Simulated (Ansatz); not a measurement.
# CdTe (CsCl type): Wannier functions and tight-binding models, part 2 of 3

Where do the localised orbitals of CdTe (CsCl type) sit, how far are they spread, and how do the settings change that? The runs, in order: PBE, anion s p, 4×4×4; PBE, anion s p, 6×6×6; PBE, anion p, 4×4×4; PBE, all s p, disentangled, 4×4×4; PBE, metal d and anion p, 4×4×4; PBE, metal d, 4×4×4; r2SCAN, anion s p, 4×4×4; r2SCAN, metal d and anion p, 4×4×4; r2SCAN, metal d, 4×4×4 (level, trial orbitals, Wannier mesh).

Ansatz 0.2.0; plane waves, PAW; no spin-orbit coupling unless a run is so named.

**5. PBE, all s p, disentangled, 4×4×4**

input.yaml

```yaml
crystal:
  lattice:
    - [3.7610754505, 0.0, 0.0]
    - [0.0, 3.7610754505, 0.0]
    - [0.0, 0.0, 3.7610754505]
  atoms:
    - { symbol: Cd, position: [0.0, 0.0, 0.0] }
    - { symbol: Te, position: [0.5, 0.5, 0.5] }
kpoints:
  mp_grid: { grid: [6, 6, 6] }
  band_path:
    path:
      - [[0.0, 0.0, 0.0], [-9.008822214751e-53, 0.5, -8.376299919453e-70], [0.5, 0.5, -1.706896488999e-35], [0.0, 0.0, 0.0], [0.5, 0.5, 0.5], [-9.008822214751e-53, 0.5, -8.376299919453e-70]]
      - [[0.5, 0.5, 0.5], [0.5, 0.5, -1.706896488999e-35]]
    npoints: 10
hamiltonian:
  xc: pbe
scf:
  occupations: { method: fermi_dirac, width: 0.02 }
  n_extra_bands: 8
output:
  forces: false
  stress: false
  eigenvalues: true
  wannier:
    kmesh: [4, 4, 4]
    projections:
      - { species: Te, l: s, shell: 5 }
      - { species: Te, l: p, shell: 5 }
      - { species: Cd, l: s, shell: 5 }
      - { species: Cd, l: p, shell: 5 }
    minimise: true
    write_hr: true
    conv_tol: 1.0e-08
    max_iter: 3000
    disentanglement: { window: [-14.09, 27.91], frozen_window: [3.91, 13.41] }
```

On the command line:

```console
$ ansatz run input.yaml --threads 4 --pin off --max-ram 3686MiB --backend cpu --events-out ev --progress --plain --runs-dir out
```

Output:

```text
Warning: RAYON_NUM_THREADS=4 ignored (pool sized by the plan → 4); use --threads N
Cd: the file doesn't list 5p, so it is added from the neutral free atom; the dataset's partial waves leave at most 1.3e-2 of an orbital's norm unspanned inside its sphere
scf.n_extra_bands = 8 over 18 filled bands (N_el = 36.0): the run solves 26 bands
Engine: ansatz 0.2.0, aarch64-unknown-linux-gnu
Pseudopotentials: kind: paw
Pseudopotential: Cd, paw, valence charge 20, recommended cutoff 420 eV (normal), Cd.paw.azcp
Pseudopotential: Te, paw, valence charge 16, recommended cutoff 420 eV (normal), Te.paw.azcp
Functional definition: PBE
  parameter kappa = 0.804
  parameter beta = 0.06672455060314922
  exchange = pbe_x(kappa = kappa, mu = beta*pi^2/3)
  correlation = pbe_c(beta = beta)
Crystal: 2 atoms, lattice volume = 53.203 Å³
Basis set: ecut = 420 eV, 1021 PW (Γ)
Bands: 26, of which v1, the nominal top of the filled ones, is band 18 counted from 1 (17 counted from 0)
Symmetry: 48 space group operations
Space group: Pm-3m (ITA 221), of the structure as read, at distance tolerance 3.8e-5 Å
k-points: 20 of 216
Non-local potential: Cd, projectors of the file, l = 0: 3, l = 1: 2, l = 2: 2, l = 3: 1
Non-local potential: Te, projectors of the file, l = 0: 2, l = 1: 2, l = 2: 2, l = 3: 2
PAW form: soft (Blöchl's): semilocal exchange-correlation on the pseudo side does not see the compensation charge
PAW one-centre angular grid: Cd, 590 points (default); XC on 64 Gauss nodes
PAW one-centre angular grid: Te, 590 points (default); XC on 64 Gauss nodes
Initial density: superposition of atomic densities (neutral atoms: chi_scale 0, normalization atom), corrected by the library's trained network
Initial wavefunctions: pseudopotential atomic-orbital guess
Functional: x = pbe(κ = 0.804, μ = 0.2195149727645171), c = pbe(β = 0.06672455060314922)
SCF iter   1: F=—  HF=-15234.299765 eV  |F-HF|=—  |Δ(HF+E_count)|=         —  Δρ=1.58e-3  dr2=1.40e-3  ethr=1.77e-3  ⟨swp⟩=6.3  Hψ=2550  notcnv=0
preconditioner: auto → Resta (q_TF=auto, 2.556 Å⁻¹)  ε∞=3.3  [insulator: Δε(μ)=0.144 eV  Ē_g=14.311 eV  σ=0.020 eV  W_gap=0.79  n_scr=18 (ndim 8)  ℏωp=21.6 eV  f_vac=0.000  D(μ)=1.86/eV (n_scr^D=18)  ε∞_Penn≈3.3]
SCF iter   2: F=—  HF=-15234.299540 eV  |F-HF|=—  |Δ(HF+E_count)|=   2.25e-4  Δρ=8.12e-4  dr2=3.52e-4  ethr=3.90e-6  ⟨swp⟩=2.1  Hψ=897  notcnv=0  defer=46
SCF iter   3: F=—  HF=-15234.299574 eV  |F-HF|=—  |Δ(HF+E_count)|=   3.41e-5  Δρ=1.76e-4  dr2=1.04e-5  ethr=9.77e-7  ⟨swp⟩=2.0  Hψ=637  notcnv=0  defer=46
SCF iter   4: F=—  HF=-15234.299578 eV  |F-HF|=—  |Δ(HF+E_count)|=   3.79e-6  Δρ=5.68e-5  dr2=1.38e-6  ethr=2.88e-8  ⟨swp⟩=2.0  Hψ=788  notcnv=0  defer=46
SCF iter   5: F=—  HF=-15234.299579 eV  |F-HF|=—  |Δ(HF+E_count)|=   9.69e-7  Δρ=1.55e-5  dr2=1.18e-7  ethr=3.83e-9  ⟨swp⟩=2.0  Hψ=647  notcnv=0  defer=46
SCF iter   6: F=-15234.299579 eV  HF=-15234.299579 eV  |F-HF|=1.66e-9  |Δ(HF+E_count)|=   4.96e-8  Δρ=2.42e-6  dr2=1.99e-9  ethr=2.78e-10  ⟨swp⟩=7.2  Hψ=1904  notcnv=0
SCF 1 converged in 6 iterations: F = -15234.299579 eV  dr2 = 1.99e-9
NSCF: frozen V_eff on 62 k-points
NSCF: frozen V_eff on 13 k-points
WARN: eigensolver did not converge (k=0): 1 band(s) unlocked after 20 sweeps at ethr=1.74e-12 eV (storage-precision floor; scheduled 1.00e-12 eV) (lowest unlocked band 25, counted from 0; max residual 4.34e-6 eV among the unlocked bands, 4.34e-6 eV over every band; other slots of this pass that fall short are told together in one closing line; warning suppressed until the next SCF loop or pass starts)
WARN: eigensolver did not converge in 2 slots of this pass, the one above among them; of largest residual over every band (k=11): 1 band(s) unlocked (lowest unlocked band 25, counted from 0; max residual 5.74e-6 eV among the unlocked bands, 5.74e-6 eV over every band); of lowest unlocked band (k=0): band 25
the Wannier pass solved 13 of the 64 points of its mesh, and has the states at the others by symmetry: states obtained by the crystal's operations at points that were solved too leave a residual of 2.61e-13 eV (read by the count's bands and the next), within 4.17e-6 eV
NSCF: frozen V_eff on 13 k-points
the Wannier pass solved 13 of the 64 points of its mesh, and has the states at the others by symmetry: states obtained by the crystal's operations at points that were solved too leave a residual of 4.58e-13 eV (read by the count's bands and the next), within 4.17e-6 eV
NSCF: frozen V_eff on 13 k-points
the Wannier pass solved 13 of the 64 points of its mesh, and has the states at the others by symmetry: states obtained by the crystal's operations at points that were solved too leave a residual of 3.88e-13 eV (read by the count's bands and the next), within 4.17e-6 eV
SCF converged after 6 iterations
Free energy (F): -15234.299579 eV
Harris-Foulkes:  -15234.299579 eV  (|F-HF|=1.66e-9)
Internal energy: -15234.297247 eV  (E = F + TS)
E sigma→0 (E₀):  -15234.298413 eV
Entropy (-TS):   -0.002332 eV (-1.166 meV/atom)
Fermi energy:    11.529889 eV
--- Per-component energies (eV) ---
  E_band       = -662.228434
  E_kinetic    = 685.248516
  E_local      = -4276.475566  (includes V_loc(G=0)·N_el)
  E_nonlocal   = -277.173793
  E_hartree    = 2226.035719
  E_xc         = -300.694231
  E_vxc        = -325.311948  (∫ρ·V_xc dr)
  E_paw        = -8745.723060  (= ΣΔE_a)
  E_vpaw       = -920.585913  (= ΣTr[D̂ρ^β])
  E_aug_tail   = -0.000198  (compensation charges beyond the density's cutoff)
  E_ewald      = -4545.514634
  E_smearing   = -0.002332  (= −TS)
  E_closure    = -0.000000  (closes the sum)
  Σ components = -15234.299579   (vs F -15234.299579, Δ=0.00e0)
--- Band table (eV; the first three rows and the last of 20) ---
  k-point 0: bands = ["-90.9484", "-52.0111", "-52.0111", "-52.0111", "-25.3654", "-25.3654", "-25.3578", "-25.3578", "-25.3578", "-0.8257", "2.9511", "2.9511", "3.2228", "3.2228", "3.2228", "10.3853", "10.4753", "10.4753", "10.4753", "16.4049", "16.4049", "20.9979", "20.9979", "20.9979", "24.5882", "24.5882"]
  k-point 1: bands = ["-90.9483", "-52.0114", "-52.0110", "-52.0110", "-25.3654", "-25.3633", "-25.3583", "-25.3583", "-25.3578", "-0.6250", "2.9585", "2.9948", "3.1838", "3.1838", "3.2249", "8.2240", "10.7502", "10.7502", "12.0032", "16.5658", "17.5691", "19.7264", "19.7264", "19.8477", "22.8658", "23.9758"]
  k-point 2: bands = ["-90.9483", "-52.0120", "-52.0110", "-52.0110", "-25.3653", "-25.3594", "-25.3594", "-25.3589", "-25.3577", "-0.1351", "2.9734", "3.0579", "3.1086", "3.1086", "3.2292", "6.3089", "11.4135", "11.4135", "13.1582", "16.6245", "16.9914", "17.7807", "17.7807", "20.9961", "21.9468", "24.8568"]
  k-point 19: bands = ["-90.9483", "-52.0122", "-52.0122", "-52.0122", "-25.3619", "-25.3619", "-25.3619", "-25.3522", "-25.3522", "1.6822", "2.8302", "2.8302", "2.8302", "3.3591", "3.3591", "9.1961", "9.1961", "9.1961", "11.9236", "12.3933", "12.3933", "12.3933", "27.6883", "27.6883", "27.6883", "29.6776"]
Wannier search: line search 1 of at most 3000: gauge-dependent spread (as the search counts it) 6.1905130 Å², largest recent change 2.6e0 Å² and fall left 2.9e-2 Å² against conv_tol 1.0e-8 Å², 0 stops escaped
WARN: <dir> by an estimate from the overlaps, the levels of the selected subspace lie 0.025 eV from the frozen bands on average, midway between mesh points. Up to 0.02 eV counts as a good interpolation. More projections, another frozen window or a finer output.wannier.kmesh can bring them closer
```

It took 5.3 s on 4 threads of Arm Neoverse N1, shared host; peak memory 0.34 GiB.

The eigensolver's warning concerns residuals under 0.0001 eV, too small to move the results.

The windows are typed on the program's own energy scale, on which the last band filled by count tops at 11.94 eV (the bands overlap, so it is not filled everywhere).

The head of wannier.spreads.toml:

```toml
omega_i_ang2 = 13.46769283503869
omega_d_ang2 = 0.006077647579513343
omega_od_ang2 = 3.3263916003673293
omega_total_ang2 = 16.800162082985533
least_projectability = 0.7662368393000757
b_vectors_match_mmn = true
n_iter = 75
converged = true
rejected_fitted_steps = 0
dis_converged = true
dis_n_iter = 68
dis_n_moved = 0
dis_level_miss = 0.02524236093921084
```

The functions (centres in Å, on-site energies from the highest level of the last filled band):

| n | x | y | z | spread (Å²) | on-site (eV) | nearest atoms | distance (Å) |
| --- | --- | --- | --- | --- | --- | --- | --- |
| 1 | 2.198 | 2.178 | 1.563 | 1.856 | -3.406 | Te2 | 0.54 |
| 2 | 1.979 | 1.985 | 2.398 | 1.865 | -3.199 | Te2 | 0.54 |
| 3 | 1.363 | 1.985 | 1.782 | 1.865 | -3.199 | Te2 | 0.54 |
| 4 | 1.966 | 1.358 | 1.795 | 1.869 | -3.170 | Te2 | 0.54 |
| 5 | -0.448 | 0.436 | 0.448 | 2.323 | 2.199 | Cd1 | 0.77 |
| 6 | -0.136 | 0.139 | -0.742 | 2.339 | 2.331 | Cd1 | 0.77 |
| 7 | 0.742 | 0.139 | 0.136 | 2.339 | 2.331 | Cd1 | 0.77 |
| 8 | -0.129 | -0.745 | 0.129 | 2.344 | 2.361 | Cd1 | 0.77 |

The largest hoppings ⟨m, 0|H|n, R⟩, one of each Hermitian pair (signs follow the phases of the functions):

| m | n | R | distance (Å) | t (eV) |
| --- | --- | --- | --- | --- |
| 1 | 2 | 0 0 0 | 0.88 | -2.640 |
| 1 | 3 | 0 0 0 | 0.88 | 2.640 |
| 1 | 4 | 0 0 0 | 0.88 | 2.622 |
| 2 | 3 | 0 0 0 | 0.87 | 2.539 |
| 2 | 4 | 0 0 0 | 0.87 | 2.526 |
| 3 | 4 | 0 0 0 | 0.87 | -2.526 |
| 1 | 8 | 1 1 0 | 2.19 | 1.803 |
| 4 | 5 | 1 0 0 | 2.12 | 1.791 |

Interpolated bands at the corners of the path, eV from the highest level of the last filled band:

| point | e1 | e2 | e3 | e4 | e5 | e6 | e7 | e8 |
| --- | --- | --- | --- | --- | --- | --- | --- | --- |
| Γ | -12.76 | -1.55 | -1.46 | -1.46 | -1.46 | 9.06 | 9.06 | 9.06 |
| X | -11.75 | -6.41 | -0.09 | -0.09 | 2.52 | 3.04 | 5.48 | 5.48 |
| M | -11.29 | -4.78 | -4.78 | -2.45 | 0.19 | 6.27 | 6.27 | 7.48 |
| Γ | -12.76 | -1.55 | -1.46 | -1.46 | -1.46 | 9.06 | 9.06 | 9.06 |
| R | -10.25 | -2.74 | -2.74 | -2.74 | -0.01 | 0.46 | 0.46 | 0.46 |
| X | -11.75 | -6.41 | -0.09 | -0.09 | 2.52 | 3.04 | 5.48 | 5.48 |
| R | -10.25 | -2.74 | -2.74 | -2.74 | -0.01 | 0.46 | 0.46 | 0.46 |
| M | -11.29 | -4.78 | -4.78 | -2.45 | 0.19 | 6.27 | 6.27 | 7.48 |

Along the path each interpolated band stays within 0.06, 0.15, 0.09, 0.16, 0.16, 0.87, 0.67, 0.79 eV of the nearest computed level, from the lowest band up; bands outside the frozen window needn't match, and between the mesh's points a coarse mesh lets the others stray too.

**6. PBE, metal d and anion p, 4×4×4**

input.yaml: that of step 5 with these lines changed.

```diff
@@ -19,3 +19,3 @@
   occupations: { method: fermi_dirac, width: 0.02 }
-  n_extra_bands: 8
+  n_extra_bands: 6
 output:
@@ -26,7 +26,3 @@
     kmesh: [4, 4, 4]
-    projections:
-      - { species: Te, l: s, shell: 5 }
-      - { species: Te, l: p, shell: 5 }
-      - { species: Cd, l: s, shell: 5 }
-      - { species: Cd, l: p, shell: 5 }
+    projections: [{ species: Cd, l: d, shell: 4 }, { species: Te, l: p, shell: 5 }]
     minimise: true
@@ -35,2 +31,5 @@
     max_iter: 3000
-    disentanglement: { window: [-14.09, 27.91], frozen_window: [3.91, 13.41] }
+  write_density: true
+  write_potential: true
+  elf: true
+  volumetric_format: npy
```

On the command line:

```console
$ ansatz run input.yaml --threads 4 --pin off --max-ram 3686MiB --backend cpu --events-out ev --progress --plain --runs-dir out
```

Output:

```text
Warning: RAYON_NUM_THREADS=4 ignored (pool sized by the plan → 4); use --threads N
scf.n_extra_bands = 6 over 18 filled bands (N_el = 36.0): the run solves 24 bands
[... 9 set-up lines as earlier in the session ...]
Crystal: 2 atoms, lattice volume = 53.203 Å³
Basis set: ecut = 420 eV, 1021 PW (Γ)
Bands: 24, of which v1, the nominal top of the filled ones, is band 18 counted from 1 (17 counted from 0)
[... 2 set-up lines as earlier in the session ...]
k-points: 20 of 216
[... 8 set-up lines as earlier in the session ...]
SCF iter   1: F=—  HF=-15234.299737 eV  |F-HF|=—  |Δ(HF+E_count)|=         —  Δρ=1.58e-3  dr2=1.40e-3  ethr=1.77e-3  ⟨swp⟩=6.3  Hψ=2349  notcnv=0  defer=1
preconditioner: auto → Resta (q_TF=auto, 2.556 Å⁻¹)  ε∞=3.9  [insulator: Δε(μ)=0.144 eV  Ē_g=12.780 eV  σ=0.020 eV  W_gap=0.79  n_scr=18 (ndim 8)  ℏωp=21.6 eV  f_vac=0.000  D(μ)=1.86/eV (n_scr^D=18)  ε∞_Penn≈3.9]
SCF iter   2: F=—  HF=-15234.299549 eV  |F-HF|=—  |Δ(HF+E_count)|=   1.88e-4  Δρ=8.31e-4  dr2=3.87e-4  ethr=3.89e-6  ⟨swp⟩=2.2  Hψ=858  notcnv=0  defer=18
SCF iter   3: F=—  HF=-15234.299572 eV  |F-HF|=—  |Δ(HF+E_count)|=   2.34e-5  Δρ=1.82e-4  dr2=1.08e-5  ethr=1.07e-6  ⟨swp⟩=2.0  Hψ=618  notcnv=0  defer=18
SCF iter   4: F=—  HF=-15234.299578 eV  |F-HF|=—  |Δ(HF+E_count)|=   5.17e-6  Δρ=5.57e-5  dr2=1.34e-6  ethr=3.01e-8  ⟨swp⟩=2.1  Hψ=779  notcnv=0  defer=18
SCF iter   5: F=—  HF=-15234.299579 eV  |F-HF|=—  |Δ(HF+E_count)|=   9.50e-7  Δρ=1.56e-5  dr2=1.15e-7  ethr=3.71e-9  ⟨swp⟩=2.0  Hψ=604  notcnv=0  defer=18
SCF iter   6: F=-15234.299579 eV  HF=-15234.299579 eV  |F-HF|=1.19e-9  |Δ(HF+E_count)|=   5.63e-8  Δρ=2.52e-6  dr2=2.39e-9  ethr=2.78e-10  ⟨swp⟩=6.8  Hψ=1647  notcnv=0
SCF 1 converged in 6 iterations: F = -15234.299579 eV  dr2 = 2.39e-9
NSCF: frozen V_eff on 62 k-points
NSCF: frozen V_eff on 13 k-points
the Wannier pass solved 13 of the 64 points of its mesh, and has the states at the others by symmetry: states obtained by the crystal's operations at points that were solved too leave a residual of 4.30e-13 eV (read by the count's bands and the next), within 4.17e-6 eV
NSCF: frozen V_eff on 13 k-points
the Wannier pass solved 13 of the 64 points of its mesh, and has the states at the others by symmetry: states obtained by the crystal's operations at points that were solved too leave a residual of 3.45e-13 eV (read by the count's bands and the next), within 4.17e-6 eV
SCF converged after 6 iterations
Free energy (F): -15234.299579 eV
Harris-Foulkes:  -15234.299579 eV  (|F-HF|=1.19e-9)
Internal energy: -15234.297247 eV  (E = F + TS)
E sigma→0 (E₀):  -15234.298413 eV
Entropy (-TS):   -0.002332 eV (-1.166 meV/atom)
Fermi energy:    11.529895 eV
--- Per-component energies (eV) ---
  E_band       = -662.228260
  E_kinetic    = 685.248504
  E_local      = -4276.475415  (includes V_loc(G=0)·N_el)
  E_nonlocal   = -277.173807
  E_hartree    = 2226.035572
  E_xc         = -300.694224
  E_vxc        = -325.311940  (∫ρ·V_xc dr)
  E_paw        = -8745.723046  (= ΣΔE_a)
  E_vpaw       = -920.585826  (= ΣTr[D̂ρ^β])
  E_aug_tail   = -0.000198  (compensation charges beyond the density's cutoff)
  E_ewald      = -4545.514634
  E_smearing   = -0.002332  (= −TS)
  E_closure    = 0.000000  (closes the sum)
  Σ components = -15234.299579   (vs F -15234.299579, Δ=0.00e0)
--- Band table (eV; the first three rows and the last of 20) ---
  k-point 0: bands = ["-90.9484", "-52.0111", "-52.0111", "-52.0111", "-25.3654", "-25.3654", "-25.3578", "-25.3578", "-25.3578", "-0.8257", "2.9511", "2.9511", "3.2228", "3.2228", "3.2228", "10.3853", "10.4753", "10.4753", "10.4753", "16.4049", "16.4049", "20.9979", "20.9979", "20.9979"]
  k-point 1: bands = ["-90.9483", "-52.0114", "-52.0110", "-52.0110", "-25.3653", "-25.3632", "-25.3583", "-25.3583", "-25.3578", "-0.6250", "2.9585", "2.9948", "3.1838", "3.1838", "3.2249", "8.2240", "10.7502", "10.7502", "12.0032", "16.5658", "17.5691", "19.7264", "19.7264", "19.8477"]
  k-point 2: bands = ["-90.9483", "-52.0120", "-52.0110", "-52.0110", "-25.3652", "-25.3594", "-25.3594", "-25.3589", "-25.3577", "-0.1351", "2.9734", "3.0579", "3.1086", "3.1086", "3.2292", "6.3089", "11.4135", "11.4135", "13.1582", "16.6245", "16.9914", "17.7807", "17.7807", "20.9961"]
  k-point 19: bands = ["-90.9483", "-52.0122", "-52.0122", "-52.0122", "-25.3619", "-25.3619", "-25.3619", "-25.3521", "-25.3521", "1.6822", "2.8302", "2.8302", "2.8302", "3.3591", "3.3591", "9.1961", "9.1961", "9.1961", "11.9236", "12.3933", "12.3933", "12.3933", "27.6883", "27.6883"]
Wannier search: line search 1 of at most 3000: gauge-dependent spread (as the search counts it) 0.4108548 Å², largest recent change 6.3e-2 Å² and fall left 9.0e-5 Å² against conv_tol 1.0e-8 Å², 0 stops escaped
```

It took 3 s on 4 threads of Arm Neoverse N1, shared host; peak memory 0.32 GiB.

wannier.win names the bands that the functions span: 11-15, combinations of 16-19 (counted from 1; 18 are filled by count, though the bands overlap). Combinations are drawn from entangled bands, so such a model needn't follow any one band.

The head of wannier.spreads.toml:

```toml
omega_i_ang2 = 11.807222763433671
omega_d_ang2 = 0.00000000000000000000000034893845904043375
omega_od_ang2 = 0.41071192649543914
omega_total_ang2 = 12.21793468992911
least_projectability = 0.6887872423967758
b_vectors_match_mmn = true
n_iter = 8
converged = true
rejected_fitted_steps = 0
```

The functions (centres in Å, on-site energies from the highest level of the last filled band):

| n | x | y | z | spread (Å²) | on-site (eV) | nearest atoms | distance (Å) |
| --- | --- | --- | --- | --- | --- | --- | --- |
| 1 | 0.000 | 0.000 | 0.000 | 0.578 | -8.771 | Cd1 | 0.00 |
| 2 | 0.000 | 0.000 | 0.000 | 0.789 | -8.628 | Cd1 | 0.00 |
| 3 | 0.000 | 0.000 | 0.000 | 0.789 | -8.628 | Cd1 | 0.00 |
| 4 | 0.000 | 0.000 | 0.000 | 0.578 | -8.771 | Cd1 | 0.00 |
| 5 | 0.000 | 0.000 | 0.000 | 0.789 | -8.628 | Cd1 | 0.00 |
| 6 | 1.881 | 1.881 | 1.881 | 2.898 | -3.099 | Te2 | 0.00 |
| 7 | 1.881 | 1.881 | 1.881 | 2.898 | -3.099 | Te2 | 0.00 |
| 8 | 1.881 | 1.881 | 1.881 | 2.898 | -3.099 | Te2 | 0.00 |

The largest hoppings ⟨m, 0|H|n, R⟩, one of each Hermitian pair (signs follow the phases of the functions):

| m | n | R | distance (Å) | t (eV) |
| --- | --- | --- | --- | --- |
| 6 | 6 | 0 0 1 | 3.76 | 1.135 |
| 8 | 8 | 0 1 0 | 3.76 | 1.134 |
| 7 | 7 | 1 0 0 | 3.76 | 1.134 |
| 6 | 6 | 0 1 0 | 3.76 | -0.346 |
| 6 | 6 | 1 0 0 | 3.76 | -0.346 |
| 8 | 8 | 0 0 1 | 3.76 | -0.346 |
| 7 | 7 | 0 0 1 | 3.76 | -0.346 |
| 7 | 7 | 0 1 0 | 3.76 | -0.346 |
| 8 | 8 | 1 0 0 | 3.76 | -0.346 |
| 8 | 2 | 1 1 0 | 3.26 | 0.207 |
| 8 | 2 | 0 0 1 | 3.26 | -0.207 |
| 7 | 3 | 0 0 1 | 3.26 | -0.207 |
| 7 | 3 | 1 1 0 | 3.26 | 0.207 |
| 8 | 2 | 1 0 0 | 3.26 | -0.207 |

Interpolated bands at the corners of the path, eV from the highest level of the last filled band:

| point | e1 | e2 | e3 | e4 | e5 | e6 | e7 | e8 |
| --- | --- | --- | --- | --- | --- | --- | --- | --- |
| Γ | -8.98 | -8.98 | -8.71 | -8.71 | -8.71 | -1.46 | -1.46 | -1.46 |
| X | -8.96 | -8.88 | -8.86 | -8.86 | -8.70 | -6.41 | -0.09 | -0.09 |
| M | -8.87 | -8.80 | -8.80 | -8.58 | -8.31 | -4.78 | -4.78 | 0.19 |
| Γ | -8.98 | -8.98 | -8.71 | -8.71 | -8.71 | -1.46 | -1.46 | -1.46 |
| R | -9.11 | -9.11 | -9.11 | -8.58 | -8.58 | -2.74 | -2.74 | -2.74 |
| X | -8.96 | -8.88 | -8.86 | -8.86 | -8.70 | -6.41 | -0.09 | -0.09 |
| R | -9.11 | -9.11 | -9.11 | -8.58 | -8.58 | -2.74 | -2.74 | -2.74 |
| M | -8.87 | -8.80 | -8.80 | -8.58 | -8.31 | -4.78 | -4.78 | 0.19 |

Along the path each interpolated band stays within 0.01, 0.01, 0.05, 0.01, 0.03, 0.62, 0.29, 0.05 eV of the nearest computed level, from the lowest band up.

(Part 2 of 3 ends here.)
